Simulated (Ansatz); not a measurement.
Molecular dynamics on a 2×2×1 supercell (16 atoms) of Ge (lonsdaleite), relaxed with r2SCAN. Forces come from PBE in Ansatz 0.2.0: a Nosé-Hoover thermostat at fixed volume, 450 K, steps of 1 fs. Computed, non-magnetic; the trajectory is short and the cell small, so nothing here is a converged average.

```yaml
crystal:
  lattice:
    - [7.9952304218, -1.0e-10, 0.0]
    - [-3.9976152109, 6.9240726545, 0.0]
    - [0.0, 0.0, 6.5928195187]
  atoms:
    - { symbol: Ge, position: [0.1666666667, 0.3333333333, 0.000369599] }
    - { symbol: Ge, position: [0.3333333333, 0.1666666667, 0.500369599] }
    - { symbol: Ge, position: [0.1666666667, 0.3333333333, 0.374630401] }
    - { symbol: Ge, position: [0.3333333333, 0.1666666667, 0.874630401] }
    - { symbol: Ge, position: [0.1666666667, 0.8333333333, 0.000369599] }
    - { symbol: Ge, position: [0.3333333333, 0.6666666667, 0.500369599] }
    - { symbol: Ge, position: [0.1666666667, 0.8333333333, 0.374630401] }
    - { symbol: Ge, position: [0.3333333333, 0.6666666667, 0.874630401] }
    - { symbol: Ge, position: [0.6666666667, 0.3333333333, 0.000369599] }
    - { symbol: Ge, position: [0.8333333333, 0.1666666667, 0.500369599] }
    - { symbol: Ge, position: [0.6666666667, 0.3333333333, 0.374630401] }
    - { symbol: Ge, position: [0.8333333333, 0.1666666667, 0.874630401] }
    - { symbol: Ge, position: [0.6666666667, 0.8333333333, 0.000369599] }
    - { symbol: Ge, position: [0.8333333333, 0.6666666667, 0.500369599] }
    - { symbol: Ge, position: [0.6666666667, 0.8333333333, 0.374630401] }
    - { symbol: Ge, position: [0.8333333333, 0.6666666667, 0.874630401] }
kpoints:
  mp_grid: { grid: [3, 3, 2] }
hamiltonian:
  xc: pbe
scf:
  occupations: { method: fermi_dirac, width: 0.039 }
md:
  ensemble: nvt_nose_hoover
  temperature: 450
  timestep: 1.0
  n_steps: 20
  initial_velocities: maxwell_boltzmann
  seed: 3869
```

Command: `ansatz run input.yaml --threads 4 --pin off --max-ram 3686MiB --backend cpu --events-out ev --progress --plain --runs-dir out`. Wall time 5.7 min on 4 threads of Arm Neoverse N1, on a shared host, load about 0.9 per core; peak host memory 1.5 GiB.

```tsv
step	t (fs)	T (K)	free energy F from step 0 (meV/atom)	kinetic energy (meV/atom)	largest force (eV/Å)
0	0	450	0.0	54.5	0.03
1	1	449	0.1	54.4	0.08
2	2	447	0.3	54.2	0.15
3	3	444	0.8	53.8	0.22
4	4	439	1.3	53.2	0.30
5	5	433	2.1	52.5	0.39
6	6	426	2.9	51.6	0.47
7	7	417	4.0	50.6	0.55
8	8	408	5.1	49.4	0.63
9	9	397	6.4	48.1	0.72
10	10	385	7.8	46.7	0.80
11	11	373	9.3	45.2	0.88
12	12	360	10.9	43.6	0.95
13	13	346	12.6	41.9	1.03
14	14	332	14.4	40.2	1.11
15	15	317	16.2	38.4	1.18
16	16	302	18.0	36.6	1.25
17	17	287	19.8	34.8	1.32
18	18	272	21.7	33.0	1.38
19	19	257	23.5	31.2	1.44
20	20	242	25.3	29.4	1.50
```

The temperature goes from 450 K to 242 K in 20 fs. The thermostat hasn't had time to restore it. The atoms start on their lattice sites with kinetic energy alone, so much of it first passes into potential energy. By the last step the atoms have moved 0.07 Å in the root mean square, the drift of the whole cell taken out, 0.10 Å at most.

Positions (Å) and forces (eV/Å) at step 20:
```
Ge  -0.017   2.295   0.011    -0.180  -0.059  -0.299
Ge   2.040   1.190   3.278    -0.088   0.074   0.499
Ge   0.038   2.305   2.486     0.192  -0.111  -0.624
Ge   2.010   1.155   5.742    -0.395  -0.143   0.154
Ge  -1.955   5.755  -0.018    -0.731   0.166   0.299
Ge   0.003   4.548   3.295    -0.188   1.074   0.014
Ge  -1.993   5.853   2.507     0.000  -1.100  -0.422
Ge  -0.016   4.620   5.742     0.656  -0.292   0.316
Ge   3.928   2.341   0.040     0.620  -0.776   0.034
Ge   6.088   1.142   3.254    -0.578   0.131   0.589
Ge   4.036   2.291   2.516     0.327   0.032  -0.490
Ge   5.944   1.106   5.723     0.069   0.787   0.286
Ge   1.978   5.822   0.087     0.041  -0.747  -1.301
Ge   3.966   4.589   3.249     0.164   0.660   0.533
Ge   1.961   5.819   2.439     0.079  -0.798   0.863
Ge   3.970   4.560   5.800     0.013   1.101  -0.450
```
